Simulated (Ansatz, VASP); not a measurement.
# Two plane-wave programs on ZnSe (Stilleite)

```xyz
2
Lattice="0.0000 2.8370 2.8370 2.8370 0.0000 2.8370 2.8370 2.8370 0.0000" Properties=species:S:1:pos:R:3 pbc="T T T"
Zn    0.0000    0.0000    0.0000
Se    1.4185    1.4185    1.4185
```

Alike in both runs: task single point; functional PBE; k mesh 6 × 6 × 6; no spin polarisation.

```csv
,VASP,Ansatz
version,VASP 6.6.1,Ansatz 0.2.0
potentials or method,"VASP PAW PBE potentials, release 64 (Zn, Se)","plane waves, PAW"
plane-wave cutoff (eV),520,420
occupations,"gaussian, width 0.01 eV",fixed
valence electrons in the cell,18,28
```

|  | VASP | Ansatz | Ansatz less VASP |
| --- | --- | --- | --- |
| gap on the k mesh at the Fermi level (eV) | 1.28 | 1.27 | -0.002 |
| pressure (GPa) | 2.1 | 1.9 | -0.24 |

The two sets of potentials don't hold the same shells in valence.

PBE gaps usually lie below the measured ones, often by a third to a half.
